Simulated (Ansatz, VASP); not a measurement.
Two plane-wave programs on C

The input INCAR:

```
  PREC = Accurate
  ENCUT = 520
  EDIFF = 1E-6
  ISMEAR = 0
  SIGMA = 0.1
  LREAL = False
  LASPH = True
  NELM = 100
  ALGO = Normal
  ISIF = 2
  LWAVE = False
  LCHARG = False
  GGA = PE
  NBANDS = 21
```

Contents of KPOINTS:

```
Automatic mesh
0
Gamma
  6 6 6
```

Contents of POSCAR:

```
C
1.0
    2.1103944800     -2.5896256900      0.0000000000
    2.1103944800      2.5896256900      0.0000000000
    0.0000000000      0.0000000000      3.0134504300
C
6
Direct
    0.6039974100      0.3960025900      0.3101849400
    0.8960025900      0.1039974100      0.3101849400
    0.3960025900      0.6039974100      0.6898150600
    0.1039974100      0.8960025900      0.6898150600
    0.7500000000      0.7500000000      0.0000000000
    0.2500000000      0.2500000000      0.0000000000
```

Input for Ansatz:

```yaml
crystal:
  lattice:
    - [2.11039448, -2.58962569, 0.0]
    - [2.11039448, 2.58962569, 0.0]
    - [0.0, 0.0, 3.01345043]
  atoms:
    - { symbol: C, position: [0.60399741, 0.39600259, 0.31018494] }
    - { symbol: C, position: [0.89600259, 0.10399741, 0.31018494] }
    - { symbol: C, position: [0.39600259, 0.60399741, 0.68981506] }
    - { symbol: C, position: [0.10399741, 0.89600259, 0.68981506] }
    - { symbol: C, position: [0.75, 0.75, 0.0] }
    - { symbol: C, position: [0.25, 0.25, 0.0] }
basis:
  ecutwfc: 420
kpoints:
  mp_grid: { grid: [6, 6, 6] }
hamiltonian:
  xc: pbe
scf:
  occupations: { method: gaussian, width: 0.1 }
  lower_state_search: "off"
output:
  forces: true
  stress: true
  eigenvalues: true
```

Alike in both runs: task single point; functional PBE; k mesh 6 × 6 × 6; occupations gaussian, width 0.1 eV; no spin polarisation.

|  | VASP | Ansatz |
| --- | --- | --- |
| version | VASP 6.6.1 | Ansatz 0.2.0 |
| potentials or method | VASP PAW PBE potentials, release 64 (C) | scalar-relativistic, plane waves, PAW |
| plane-wave cutoff (eV) | 520 | 420 |
| valence electrons in the cell | 24 | 24 |

VASP gave:

```
gap on the k mesh at the Fermi level (eV) : 1.82
least direct gap on the mesh (eV)         : 2.72
rms of the force components (eV/Å)        : 0.776
```

Q: What did Ansatz give for the same quantities?

A: gap on the k mesh at the Fermi level (eV): 1.84; least direct gap on the mesh (eV): 2.73; rms of the force components (eV/Å): 0.793.

Atom by atom the forces differ by 0.020 eV/Å (rms over components).

Caveats: forces of over 1 eV/Å show positions far from the minimum, so gaps and moduli don't describe the material at rest.
